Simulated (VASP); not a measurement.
# CaF2 (Fm-3m) in VASP: further runs

Runs on CaF2. Level: PBE. Tasks: electrostatic potential.

All numbers are computed with VASP 6.6.1; they aren't measurements. Logs are shortened: lines on timing, memory, paths and dates and some standing lists are left out, and cuts for length are marked.

### Step 1. The crystal as given

It takes space group Fm-3m (No. 225, cubic). Conventional cell: a = 5.420 Å, b = 5.420 Å, c = 5.420 Å, α = 90.00°, β = 90.00°, γ = 90.00°. Ca (site symmetry m-3m) is surrounded by 8 F at 2.35 Å. F (site symmetry -43m) has 4 Ca at 2.35 Å as nearest neighbours.

The cell was built by a generator and needn't be a form met in nature.

### Step 2. Electrostatic potential, PBE

The input, INCAR:

```
PREC     = Accurate       # precision mode
ENCUT    = 520            # plane-wave cutoff, eV
EDIFF    = 1E-7           # SCF threshold, eV
ISMEAR   = 0              # smearing method
SIGMA    = 0.02           # smearing width, eV
LREAL    = F              # projectors in reciprocal space
LASPH    = T              # aspherical terms in the spheres
NELM     = 60             # most SCF steps
ALGO     = Fast           # electronic algorithm
ISIF     = 2              # what is computed and relaxed
LWAVE    = F              # write WAVECAR
LCHARG   = T              # write CHGCAR
GGA      = PE             # functional
LVHAR    = T
```

The input, KPOINTS:

```
Automatic mesh
0
Gamma
  10 10 10
```

The input, POSCAR:

```
CaF2
1.0
    0.0000000000      2.7100000000      2.7100000000
    2.7100000000      0.0000000000      2.7100000000
    2.7100000000      2.7100000000      0.0000000000
Ca F
1 2
Direct
    0.0000000000      0.0000000000      0.0000000000
    0.2500000000      0.2500000000      0.2500000000
    0.7500000000      0.7500000000      0.7500000000
```

Potentials or basis: VASP PAW PBE potentials, release 64 (Ca_sv, F).

Run with:

```sh
cat potpaw_PBE.64/Ca_sv/POTCAR potpaw_PBE.64/F/POTCAR > POTCAR
mpirun -np 1 vasp_std > vasp.out
```

OUTCAR:

```text
PREC = Accurate
   ENCUT = 520
   EDIFF = 1E-7
   ISMEAR = 0
   LREAL = F
   LASPH = T
   NELM = 60
   ISIF = 2
   GGA = PE

 ion  position               nearest neighbor table
   1  0.000  0.000  0.000-   3 2.35   3 2.35   3 2.35   2 2.35   3 2.35   2 2.35   2 2.35   2 2.35

   2  0.250  0.250  0.250-   1 2.35   1 2.35   1 2.35   1 2.35
   3  0.750  0.750  0.750-   1 2.35   1 2.35   1 2.35   1 2.35

  LATTYP: Found a face centered cubic cell.
 ALAT       =     5.4200000000

  Lattice vectors:

 A1 = (   0.0000000000,   2.7100000000,   2.7100000000)
 A2 = (   2.7100000000,   0.0000000000,   2.7100000000)
 A3 = (   2.7100000000,   2.7100000000,   0.0000000000)

Analysis of symmetry for initial positions (statically):
=====================================================================
 Subroutine PRICEL returns:
 Original cell was already a primitive cell.

 Routine SETGRP: Setting up the symmetry group for a
 face centered cubic supercell.

 Subroutine GETGRP returns: Found 48 space group operations
 (whereof 48 operations were pure point group operations)
 out of a pool of 48 trial point group operations.

The static configuration has the point symmetry O_h .

Analysis of symmetry for dynamics (positions and initial velocities):
=====================================================================
 Subroutine PRICEL returns:
 Original cell was already a primitive cell.

 Routine SETGRP: Setting up the symmetry group for a
 face centered cubic supercell.

 Subroutine GETGRP returns: Found 48 space group operations
 (whereof 48 operations were pure point group operations)
 out of a pool of 48 trial point group operations.

The dynamic configuration has the point symmetry O_h .

 Subroutine INISYM returns: Found 48 space group operations
 (whereof 48 operations are pure point group operations),
 and found     1 'primitive' translations

----------------------------------------------------------------------------------------

                                     Primitive cell

  volume of cell :      39.8050

  direct lattice vectors                    reciprocal lattice vectors
     0.000000000  2.710000000  2.710000000    -0.184501845  0.184501845  0.184501845
     2.710000000  0.000000000  2.710000000     0.184501845 -0.184501845  0.184501845
     2.710000000  2.710000000  0.000000000     0.184501845  0.184501845 -0.184501845

  length of vectors
     3.832518754  3.832518754  3.832518754     0.319566570  0.319566570  0.319566570

  position of ions in fractional coordinates (direct lattice)
     0.000000000  0.000000000  0.000000000
     0.250000000  0.250000000  0.250000000
     0.750000000  0.750000000  0.750000000

  ion indices of the primitive-cell ions
   primitive index   ion index
                 1           1
                 2           2
                 3           3

----------------------------------------------------------------------------------------

 KPOINTS: Automatic mesh

Automatic generation of k-mesh.
 Grid dimensions read from file:
 generate k-points for:   10   10   10

 Generating k-lattice:

  Cartesian coordinates                     Fractional coordinates (reciprocal lattice)
    -0.018450185  0.018450185  0.018450185     0.100000000  0.000000000  0.000000000
     0.018450185 -0.018450185  0.018450185     0.000000000  0.100000000  0.000000000
     0.018450185  0.018450185 -0.018450185     0.000000000  0.000000000  0.100000000

  Length of vectors
     0.031956657  0.031956657  0.031956657

  Shift w.r.t. Gamma in fractional coordinates (k-lattice)
     0.000000000  0.000000000  0.000000000

 Subroutine IBZKPT returns following result:
 ===========================================

 Found     47 irreducible k-points:

 Following reciprocal coordinates:
            Coordinates               Weight
  0.000000  0.000000  0.000000      1.000000
  0.100000  0.000000  0.000000      8.000000
  0.200000  0.000000  0.000000      8.000000
  0.300000  0.000000  0.000000      8.000000
  0.400000  0.000000  0.000000      8.000000
  0.500000  0.000000  0.000000      4.000000
[... 16 lines left out ...]
  0.300000  0.300000  0.000000      6.000000
  0.400000  0.300000  0.000000     24.000000
 [... further k-points ...]
   k-points           NKPTS =     47   k-points in BZ     NKDIM =     47   number of bands    NBANDS=     16
   number of dos      NEDOS =    301   number of ions     NIONS =      3
   total plane-waves  NPLWV =  27000
   dimension x,y,z NGX =    30 NGY =   30 NGZ =   30
   dimension x,y,z NGXF=    60 NGYF=   60 NGZF=   60
   ions per type =               1   2
   NGX,Y,Z   is equivalent  to a cutoff of  13.01, 13.01, 13.01 a.u.
   NGXF,Y,Z  is equivalent  to a cutoff of  26.03, 26.03, 26.03 a.u.
 SYSTEM =  unknown system
   PREC   = accura    normal or accurate (medium, high low for compatibility)
   ISTART =      0    job   : 0-new  1-cont  2-samecut
   ICHARG =      2    charge: 1-file 2-atom 10-const
   ISPIN  =      1    spin polarized calculation?
   LNONCOLLINEAR =      F non collinear calculations
   LSORBIT =      F    spin-orbit coupling
   LASPH  =      T    aspherical Exc in radial PAW
   ENCUT  =  520.0 eV  38.22 Ry    6.18 a.u.   7.13  7.13  7.13*2*pi/ulx,y,z
   NELM   =     60;   NELMIN=  2; NELMDL= -5     # of ELM steps
   EDIFF  = 0.1E-06   stopping-criterion for ELM
   LREAL  =      F    real-space projection
   EDIFFG = 0.1E-05   stopping-criterion for IOM
   NSW    =      0    number of steps for IOM
   IBRION =     -1    ionic relax: 0-MD 1-quasi-New 2-CG
   NFREE  =      0    steps in history (QN), initial steepest desc. (CG)
   ISIF   =      2    stress and relaxation
   ISYM   =      2    0-nonsym 1-usesym 2-fastsym
   POTIM  = 0.5000    time-step for ionic-motion
   TEBEG  =    0.0;   TEEND  =   0.0 temperature during run
   PSTRESS=    0.0 pullay stress
   NELECT =      24.0000    total number of electrons
   NUPDOWN=      -1.0000    fix difference up-down
   EMIN   =  10.00;   EMAX   =-10.00  energy-range for DOS
   EFERMI =   0.00;   METHOD = LEGACY
   ISMEAR =     0;   SIGMA  =   0.02  broadening in eV -4-tet -1-fermi 0-gaus
   EFERMI_NEDOS =   21; number of points for ismear=-14 and -15
   IALGO  =     68    algorithm
   IMIX   =      4    mixing-type and parameters
     AMIX     =   0.40;   BMIX     =  1.00
     AMIX_MAG =   1.60;   BMIX_MAG =  1.00
  volume/ion in A,a.u.               =      13.27        89.54
  Fermi-wavevector in a.u.,A,eV,Ry     =   1.383033  2.613554 26.024965  1.912781
  Thomas-Fermi vector in A             =   2.507669
   LORBIT       =      0    0 simple, 1 ext, 2 COOP (PROOUT), +10 PAW based schemes
   GGA     = PE    functional components
   LHFCALC =     F    Hartree Fock is set to
   AEXX    =    0.0000 exact exchange contribution
   IVDW    =     0    specifies the selected vdW correction
   LEPSILON=     F    determine dielectric tensor
   LRPA    =     F    only Hartree local field effects (RPA)
 non-spin polarized calculation
 RMM-DIIS sequential band-by-band and
 Gauss-broadening in eV      SIGMA  =   0.02
  energy-cutoff  :      520.00
  volume of cell :       39.81
 maximum number of plane-waves:      1090
 NGX is ok and might be reduce to    30
   NGX = 15   NGY = 15   NGZ = 15

 number of electron      23.9999982 magnetization

 Free energy of the ion-electron system (eV)
  ---------------------------------------------------
  ext. energy  EPLUGINS =         0.00000000
  ---------------------------------------------------
  free energy    TOTEN  =       -17.30632761 eV

  energy without entropy =      -17.30632761  energy(sigma->0) =      -17.30632761

 E-fermi :  -0.7313     XC(G=0):  -9.7470

 val. band max:       -0.8417623723   @ k =   0.5000   0.5000   0.0000
 cond. band min:       6.5741766603   @ k =   0.0000   0.0000   0.0000
 fundamental gap:      7.4159390326
 Fermi energy:        -0.7312886716

 k-point     1 :       0.0000    0.0000    0.0000
  band No.  band energies     occupation
      1     -36.7578      2.00000
      2     -20.8341      2.00000
      3     -20.0273      2.00000
      4     -17.6966      2.00000
      5     -17.6966      2.00000
      6     -17.6966      2.00000
[... 8 lines left out ...]
     15       8.4126      0.00000
     16      10.5677      0.00000

 k-point     2 :       0.1000    0.0000    0.0000
  band No.  band energies     occupation
      1     -36.7542      2.00000
      2     -20.8619      2.00000
      3     -20.0530      2.00000
      4     -17.7011      2.00000
      5     -17.7011      2.00000
      6     -17.6505      2.00000
[... 8 lines left out ...]
     15       8.4356      0.00000
     16      10.4687      0.00000

 k-point     3 :       0.2000    0.0000    0.0000
  band No.  band energies     occupation
      1     -36.7447      2.00000
      2     -20.9205      2.00000
      3     -20.1388      2.00000
      4     -17.7127      2.00000
      5     -17.7127      2.00000
      6     -17.5256      2.00000
[... 8 lines left out ...]
     15       8.4947      0.00000
     16      10.2519      0.00000

 k-point     4 :       0.3000    0.0000    0.0000
  band No.  band energies     occupation
      1     -36.7329      2.00000
      2     -20.9637      2.00000
      3     -20.2759      2.00000
      4     -17.7269      2.00000
      5     -17.7269      2.00000
      6     -17.3651      2.00000
[... 8 lines left out ...]
     15       8.5657      0.00000
     16      10.1292      0.00000
[... 324 lines left out ...]
 k-point    22 :      -0.2000    0.2000    0.0000
  band No.  band energies     occupation
      1     -36.7288      2.00000
      2     -20.9616      2.00000
      3     -20.3495      2.00000
      4     -17.7264      2.00000
      5     -17.6275      2.00000
      6     -17.4090      2.00000
[... 8 lines left out ...]
     15       8.9426      0.00000
     16       9.8184      0.00000

 k-point    23 :       0.3000    0.3000    0.0000
  band No.  band energies     occupation
      1     -36.7247      2.00000
      2     -21.0742      2.00000
      3     -20.2400      2.00000
      4     -17.7722      2.00000
      5     -17.7722      2.00000
      6     -17.2311      2.00000
[... 8 lines left out ...]
     15       9.4835      0.00000
     16       9.5368      0.00000

 k-point    24 :       0.4000    0.3000    0.0000
  band No.  band energies     occupation
      1     -36.7171      2.00000
      2     -21.0958      2.00000
      3     -20.3299      2.00000
      4     -17.7855      2.00000
      5     -17.7484      2.00000
      6     -17.1562      2.00000
[... 8 lines left out ...]
     15       9.2716      0.00000
     16       9.8663      0.00000

 [... further k-points ...]

------------------------ aborting loop because EDIFF is reached ----------------------------------------

  FORCE on cell =-STRESS in cart. coord.  units (eV):
  Direction    XX          YY          ZZ          XY          YZ          ZX
  --------------------------------------------------------------------------------------
  -------------------------------------------------------------------------------------
  Total        1.1555463      1.1555463      1.1555463      0.0000000      0.0000000     -0.0000000
  in kB       46.5114706     46.5114706     46.5114706      0.0000000      0.0000000     -0.0000000
  external PRESSURE =      46.5114706 kB  Pullay stress =       0.0000000 kB

 VOLUME and BASIS-vectors are now :
 -----------------------------------------------------------------------------
  energy-cutoff  :      520.00
  volume of cell :       39.81
      direct lattice vectors                 reciprocal lattice vectors
     0.000000000  2.710000000  2.710000000    -0.184501845  0.184501845  0.184501845
     2.710000000  0.000000000  2.710000000     0.184501845 -0.184501845  0.184501845
     2.710000000  2.710000000  0.000000000     0.184501845  0.184501845 -0.184501845

 POSITION                                       TOTAL-FORCE (eV/Angst)
 -----------------------------------------------------------------------------------
      0.00000      0.00000      0.00000        -0.000000      0.000000     -0.000000
      1.35500      1.35500      1.35500        -0.000000     -0.000000      0.000000
      4.06500      4.06500      4.06500         0.000000      0.000000     -0.000000
 -----------------------------------------------------------------------------------
    total drift:                                0.000000     -0.000000      0.000000

  FREE ENERGIE OF THE ION-ELECTRON SYSTEM (eV)
  ---------------------------------------------------
  free  energy   TOTEN  =       -17.3063276102 eV

  energy  without entropy=      -17.3063276102  energy(sigma->0) =      -17.30632761
```

Run time: 31 s. Hardware: 1 thread of Intel Xeon 6975P-C (Granite Rapids), shared host; peak memory 0.17 GiB.

Results:

```
Free energy            : -17.3063 eV
Pressure               : 4.7 GPa
Band gap on the k mesh : 7.42 eV, indirect (least direct gap 7.68 eV)
```

Levels at points of the mesh, in eV from the valence-band top:
```tsv
k point	band 8	band 9	band 10	band 11	band 12	band 13	band 14	band 15	band 16
(0.00, 0.00, 0.00)	-2.18	-2.18	-0.26	-0.26	-0.26	7.42	9.25	9.25	11.41
(0.50, 0.00, 0.00)	-1.57	-1.32	-1.27	-0.85	-0.85	9.48	9.48	9.89	10.85
(0.50, 0.50, 0.00)	-1.68	-1.68	-0.38	-0.38	0.00	8.18	9.65	10.21	11.02
```

### Step 3. Electrostatic potential, PBE

The input, INCAR:

```
PREC = Accurate
ENCUT = 520
EDIFF = 1E-6
ISMEAR = 0
SIGMA = 0.02
LREAL = False
LASPH = True
NELM = 100
ALGO = Normal
ISIF = 2
LWAVE = False
LCHARG = True
GGA = PE
LVHAR = True
```

KPOINTS is that of step 2.

POSCAR is that of step 2.

Potentials or basis: VASP PAW PBE potentials, release 64 (Ca_sv, F).

Run with:

```sh
cat potpaw_PBE.64/Ca_sv/POTCAR potpaw_PBE.64/F/POTCAR > POTCAR
mpirun -np 1 vasp_std > vasp.out
```

It took 27 s on 1 thread of Intel Xeon Platinum 8488C (Sapphire Rapids), shared host; peak memory 0.18 GiB.

It converged, with:

```
Free energy            : -17.3063 eV
Pressure               : 4.7 GPa
Band gap on the k mesh : 7.42 eV, indirect (least direct gap 7.68 eV)
```

Levels at points of the mesh, in eV from the valence-band top:
```tsv
k point	band 10	band 11	band 12	band 13	band 14	band 15
(0.00, 0.00, 0.00)	-0.26	-0.26	-0.26	7.42	9.26	9.26
(0.50, 0.00, 0.00)	-1.27	-0.85	-0.85	9.48	9.48	9.90
(0.50, 0.50, 0.00)	-0.38	-0.38	0.00	8.18	9.65	10.21
```
